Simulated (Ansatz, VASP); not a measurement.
# One calculation of PtS2, two programs

The input INCAR:

```
SYSTEM = PtS2
ALGO     = Normal         ! electronic algorithm
EDIFF    = 1E-7           ! SCF threshold, eV
ENCUT    = 520            ! plane-wave cutoff, eV
GGA      = PS             ! functional
ISIF     = 2              ! what is computed and relaxed
ISMEAR   = 0              ! smearing method
LASPH    = .True.         ! aspherical terms in the spheres
LCHARG   = .False.        ! write CHGCAR
LREAL    = .False.        ! projectors in reciprocal space
LWAVE    = .False.        ! write WAVECAR
NBANDS   = 18             ! bands
NELM     = 100            ! most SCF steps
PREC     = Accurate       ! precision mode
SIGMA    = 0.05           ! smearing width, eV
```

The input KPOINTS:

```
k-points
0
Gamma
  12 12 8
  0 0 0
```

The input POSCAR:

```
PtS2
1.0
    3.4546194889      0.0000000000      0.0000000000
   -1.7273097444      2.9917882378      0.0000000000
    0.0000000000      0.0000000000      4.9128300000
Pt S
1 2
Direct
    0.0000000000      0.0000000000      0.0000000000
    0.3333333333      0.6666666667      0.2500000000
    0.6666666667      0.3333333333      0.7500000000
```

Input for Ansatz:

```yaml
crystal:
  lattice:
    - [3.4546194889, 0.0, 0.0]
    - [-1.7273097444, 2.9917882378, 0.0]
    - [0.0, 0.0, 4.91283]
  atoms:
    - { symbol: Pt, position: [0.0, 0.0, 0.0] }
    - { symbol: S, position: [0.3333333333, 0.6666666667, 0.25] }
    - { symbol: S, position: [0.6666666667, 0.3333333333, 0.75] }
basis:
  ecutwfc: 420
kpoints:
  mp_grid: { grid: [12, 12, 8] }
hamiltonian:
  xc: pbesol
scf:
  occupations: { method: gaussian, width: 0.05 }
output:
  forces: true
  stress: true
  eigenvalues: true
```

Change from the starting cell: strain -0.025 along x and y, -0.025 along z, atoms carried along.

Alike in both runs: task single point; functional PBEsol; k mesh 12 × 12 × 8; occupations gaussian, width 0.05 eV; no spin polarisation.

```csv
,VASP,Ansatz
version,VASP 6.6.1,Ansatz 0.2.0
potentials or method,"VASP PAW PBE potentials, release 64 (Pt, S)","scalar-relativistic, plane waves, PAW"
plane-wave cutoff (eV),520,420
valence electrons in the cell,22,30
```

```csv
,VASP,Ansatz,Ansatz less VASP
gap on the k mesh at the Fermi level (eV),0.57,0.57,-0.006
least direct gap on the mesh (eV),0.79,0.78,-0.015
pressure (GPa),9.3,9.6,+0.31
largest component of the traceless stress (GPa),4.80,4.94,+0.139
rms of the force components (eV/Å),0.202,0.216,+0.0143
```

Atom by atom the forces differ by 0.014 eV/Å (rms over components). The two sets of potentials don't hold the same shells in valence.

Caveats: the PAW data sets were made with another functional, which shifts forces and pressure a little (VASP); spin-orbit coupling is left out, which moves the levels of the heavy elements; the cell's inner coordinates are idealised or old, which leaves forces on the atoms. A k mesh can miss the band edges.
